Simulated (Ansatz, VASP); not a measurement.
# HCl: VASP beside Ansatz

```
H Cl
1.0
     0.00000    2.46100    2.85500
     2.31380    0.00000    2.85500
     2.31380    2.46100    0.00000
H Cl
1 1
Direct
  0.00000 0.00000 0.00000
  0.50000 0.50000 0.50000
```

Change from the starting cell: strain -0.080 along x and y, +0.000 along z, atoms carried along.

Alike in both runs: task single point; functional PBEsol; k mesh 16 × 16 × 16; occupations gaussian, width 0.15 eV; no spin polarisation.

|  | VASP | Ansatz |
| --- | --- | --- |
| version | VASP 6.6.1 | Ansatz 0.2.0 |
| potentials or method | VASP PAW PBE potentials, release 64 (H, Cl) | scalar-relativistic, plane waves, PAW |
| plane-wave cutoff (eV) | 520 | 420 |
| valence electrons in the cell | 8 | 8 |

```csv
,VASP,Ansatz,Ansatz less VASP
gap on the k mesh at the Fermi level (eV),none,none,-
pressure (GPa),-10.8,-10.8,+0.06
largest component of the traceless stress (GPa),7.79,7.77,-0.020
```

A gap of «none» marks a metal or a gap that the smearing closes. The functional is the same, so the differences come from potentials, cutoffs and numerics.

Caveats: the PAW data sets were made with another functional, which shifts forces and pressure a little (VASP).
